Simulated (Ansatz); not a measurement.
# CuO in Ansatz: the effect of target pressure

The system is CuO.

```
Cu O
1.0
    -2.34185    1.71130    0.00000
     0.85003    0.00000   -5.05787
    -2.34185   -5.13390    0.00000
Cu O
4 4
Direct
  0.24800 0.00060 0.24330
  0.74800 0.00060 0.74330
  0.99800 0.50060 0.49330
  0.49800 0.50060 0.99330
  0.70720 0.75060 0.28410
  0.20720 0.75060 0.78410
  0.78880 0.25060 0.20250
  0.30482 0.24579 0.75612
```

The cell isn't the ideal one: atom 8 moved 0.30 Å.

Alike in all runs:

- Program: Ansatz 0.2.0
- Task: relaxation of cell and atoms
- Functional: PBEsol
- Potentials or basis: Ansatz PAW
- Cutoff: 420 eV (not typed: the program's choice for these potentials)
- k mesh: 9 × 5 × 5
- Occupations: fermi-dirac, width 0.05 eV
- Spin: no spin polarisation

Each run relaxes the cell or the atoms first.

Question: One run gave: relaxed volume 10.35 Å³/atom. Which target pressure did it use?
A. 10 GPa
B. 2 GPa
C. 0 GPa
D. 5 GPa
E. 20 GPa

Answer: D.

```tsv
target pressure	relaxed volume (Å³/atom)
0 GPa	10.67
2 GPa	10.53
5 GPa	10.35
10 GPa	9.59
20 GPa	8.79
30 GPa	8.28
```

Caveats: the plane-wave basis is chosen anew once the cell has moved, so the energies of steps on either side of that aren't comparable; the run has no spin polarisation, though such a crystal can be magnetic; the PAW data sets come from PBE, with cores solved anew for the run's functional, which leaves a small shift of forces and pressure; the volume moved by over 15 % at a fixed basis, so the end points are rough (some runs).
